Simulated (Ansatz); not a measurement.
# Mg₂Sn: the gap against volume

Mg₂Sn, Fm-3m, a = 6.761 Å. Ansatz: r2SCAN, PAW, 500 eV, Γ-centred 10×10×10 mesh on 3 atoms, Gaussian smearing 0.01 eV; no spin polarisation. Symmetry fixes shape and atoms, so the cell is only scaled; x = ln(V/V0) with V0 = 25.759 Å³/atom. The gap is read at the mesh points alone.

```
      x gap y (eV)
-0.0619       0.308
-0.0305           ?
 0.0000       0.197
 0.0296       0.145
 0.0583       0.095
```

Problem. Fit a straight line to the other rows, give the volume deformation potential of the gap and its pressure coefficient, and predict the missing gap. B0 = 46.0 GPa.

Solution. Means x = 0.006500, y = 0.18625; Σ(Δx)² = 0.007938, ΣΔxΔy = -0.01408; the slope is their ratio. y = 0.1978 − 1.773 x. The slope is the deformation potential a = dE_g/d ln V = -1.77 eV, and dE_g/dP = −a/B0 = 38.5 meV/GPa. At x = -0.0305 the fit asked for gives 0.252 eV. The run gave 0.251 eV, so the fit is 0.001 eV too high, within twice the rms miss on the fitted rows (0.0006 eV).

Semilocal functionals give gaps under the measured ones; changes of the gap mostly carry over better.

Cost: 5 runs of about 0.88 core-minutes in all, on Intel Xeon Platinum 8375C (Ice Lake) (shared hosts).